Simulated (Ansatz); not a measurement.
Cubic perovskite LaAlO3 (cubic high-temperature phase), treated with PBEsol (plane waves, PAW; Ansatz, an electronic-structure program).

Run with plane-wave cutoff 520 eV, 6×6×6 k mesh, scalar-relativistic PAW data made under PBE.

Computed at the level's own relaxed cell.

Elastic tensor (GPa, Voigt notation, ions relaxed):

```
  360.3   131.3   131.3     0.0     0.0     0.0
  131.3   360.3   131.3     0.0     0.0     0.0
  131.3   131.3   360.3     0.0     0.0     0.0
    0.0     0.0     0.0   159.4     0.0     0.0
    0.0     0.0     0.0     0.0   159.4     0.0
    0.0     0.0     0.0     0.0     0.0   159.4
```

Task: Work out the Voigt, Reuss and Hill averages of the bulk and shear moduli, Young's modulus and Poisson's ratio from the printed constants.

Result: K_V = [C11 + C22 + C33 + 2(C12 + C13 + C23)]/9 = [1080.9 + 2 × 393.9]/9 = 207.6 GPa. G_V = [1080.9 − 393.9 + 3 × 478.2]/15 = 141.4 GPa. From the compliances S = C⁻¹, K_R = 207.6 and G_R = 137.8 GPa. Hill means: K = 207.6, G = 139.6 GPa. E = 9KG/(3K + G) = 342 GPa, ν = (3K − 2G)/(6K + 2G) = 0.23, K/G = 1.49.

Note: the relaxation could not lower the start's symmetry, so the cell can be a saddle point above a distorted one.

Static lattice: no zero-point or thermal effects.
